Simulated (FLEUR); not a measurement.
# HgTe (Coloradoite) (F-43m) in FLEUR: a series of runs, part 2 of 2

FLEUR MaX-R8.1 (later development tree). Earlier steps stand in the parts before.

**4. Equation of state, PBE, 31.89 Å³/atom (volume scaled by 0.96)**

Changes to inp.xml since step 3:

```diff
@@ -24,3 +24,3 @@
       <xi:include xmlns:xi="http://www.w3.org/2001/XInclude" href="sym.xml"> </xi:include>
-      <bulkLattice scale="0.9795861087">
+      <bulkLattice scale="0.9864848297">
          <bravaisMatrix>
```

Command:

```console
> inpgen -f crystal.txt -profile fastHighL
> # inp.xml edited to the form shown
> fleur_MPI
```

It took 85 s on 1 thread of Arm Neoverse V2, shared host; peak memory 0.09 GiB.

The run converged. Its results:

```
Free energy                                           : -719977.4606 eV
Band gap on the k mesh                                : none (metal or under the smearing width)
Valence electrons inside the program's atomic spheres : Hg 17.67; Te 19.50 (radii Hg 2.3, Te 2.43 bohr)
```

**5. Equation of state, PBE, 33.22 Å³/atom**

Changes to inp.xml since step 4:

```diff
@@ -24,3 +24,3 @@
       <xi:include xmlns:xi="http://www.w3.org/2001/XInclude" href="sym.xml"> </xi:include>
-      <bulkLattice scale="0.9864848297">
+      <bulkLattice scale="1.0000000000">
          <bravaisMatrix>
```

Command:

```console
> inpgen -f crystal.txt -profile fastHighL
> # inp.xml edited to the form shown
> fleur_MPI
```

Run time: 99 s. Hardware: 1 thread of Arm Neoverse V2, shared host; peak memory 0.09 GiB.

The run converged. Its results:

| Item | Value |
| --- | --- |
| Free energy | -719977.5569 eV |
| Band gap on the k mesh | none (metal or under the smearing width) |
| Valence electrons inside the program's atomic spheres | Hg 17.65; Te 19.47 (radii Hg 2.3, Te 2.43 bohr) |

**6. Equation of state, PBE, 34.54 Å³/atom (volume scaled by 1.04)**

Changes to inp.xml since step 5:

```diff
@@ -24,3 +24,3 @@
       <xi:include xmlns:xi="http://www.w3.org/2001/XInclude" href="sym.xml"> </xi:include>
-      <bulkLattice scale="1.0000000000">
+      <bulkLattice scale="1.0131594038">
          <bravaisMatrix>
```

Potentials or basis: all-electron, FLAPW.

Command:

```console
> inpgen -f crystal.txt -profile fastHighL
> # inp.xml edited to the form shown
> fleur_MPI
```

Wall time 1.8 min (1 thread of Arm Neoverse V2, shared host); peak memory 0.09 GiB.

The run converged. Its results:

* Free energy: -719977.6154 eV
* Band gap on the k mesh: none (metal or under the smearing width)
* Valence electrons inside the program's atomic spheres: Hg 17.63; Te 19.45 (radii Hg 2.3, Te 2.43 bohr)

**7. Equation of state, PBE, 35.21 Å³/atom (volume scaled by 1.06)**

Changes to inp.xml since step 6:

```diff
@@ -24,3 +24,3 @@
       <xi:include xmlns:xi="http://www.w3.org/2001/XInclude" href="sym.xml"> </xi:include>
-      <bulkLattice scale="1.0131594038">
+      <bulkLattice scale="1.0196128224">
          <bravaisMatrix>
```

Command:

```console
> inpgen -f crystal.txt -profile fastHighL
> # inp.xml edited to the form shown
> fleur_MPI
```

It took 2 min on 1 thread of Arm Neoverse V2, shared host; peak memory 0.09 GiB.

It converged, with:

* Free energy: -719977.6328 eV
* Band gap on the k mesh: none (metal or under the smearing width)
* Valence electrons inside the program's atomic spheres: Hg 17.62; Te 19.44 (radii Hg 2.3, Te 2.43 bohr)

**8. Equation of state, PBE**

This step only gathers the single runs of the series.

What came out:

```
Equilibrium volume : 36.66 Å³/atom (rough: see the caveat)
Bulk modulus       : 38 GPa (rough)
```

Energy against volume, from the lowest point:
| volume (Å³/atom) | energy (meV/atom) |
| --- | --- |
| 31.223 | 118.50 |
| 31.887 | 86.07 |
| 33.215 | 37.92 |
| 34.544 | 8.66 |
| 35.208 | 0.00 |

Caveat: the minimum lies outside the volumes run.
